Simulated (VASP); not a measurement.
Runs of VASP 6.6.1 on C. It takes space group P6_3/mmc (No. 194, hexagonal). The conventional cell has a = 2.467 Å, b = 2.467 Å, c = 7.803 Å, α = 90.00°, β = 90.00°, γ = 120.00°. C (site symmetry -6m2) has 3 C at 1.42 Å as nearest neighbours. C (site symmetry -6m2) is surrounded by 3 C at 1.42 Å. 

```csv
task,level,cell,k mesh,cutoff (eV),grid for exact exchange (PRECFOCK),screening parameter,exchange at q = 0,mesh quality,gap on the mesh (eV),pressure (GPa),relaxed volume (Å³/atom)
relaxation of cell and atoms,PBE+D3(BJ),relaxed,12 × 12 × 4,600,-,-,-,not flagged,none,0.1,8.80
band structure,HSE06,"P6_3/mmc, 8.79 Å³/atom",9 × 9 × 2,520,Fast,0.2 1/A,-,coarse,-,-4.0,-
band structure,PBE0,"P6_3/mmc, 8.79 Å³/atom",9 × 9 × 2,520,Fast,-,truncated,coarse,-,(b),-
relaxation of cell and atoms,HSE06,relaxed,9 × 9 × 2,520,Fast,0.2 1/A,-,coarse,0.03,-0.1,9.70
band structure,PBE,"P6_3/mmc, 8.79 Å³/atom",9 × 9 × 2,520,Fast,-,-,coarse,-,(a),-
```

Alike in all rows: potentials or basis VASP PAW PBE potentials, release 64 (C); no spin polarisation; smearing gaussian 0.03 eV.

**Question.** Estimate the missing entries.

**Answer.** (a) 1.9; (b) -4.6.

Caveats: some runs use coarse meshes; this functional lacks dispersion, which binds the layers, so the pressure and a relaxed spacing across them are unreliable (some runs); the PAW data sets were made with another functional, which shifts forces and pressure a little (some runs); an odd mesh through Γ misses points on the zone boundary, where band edges often lie (some runs).

A gap of «none» marks a metal or a gap under the smearing width.
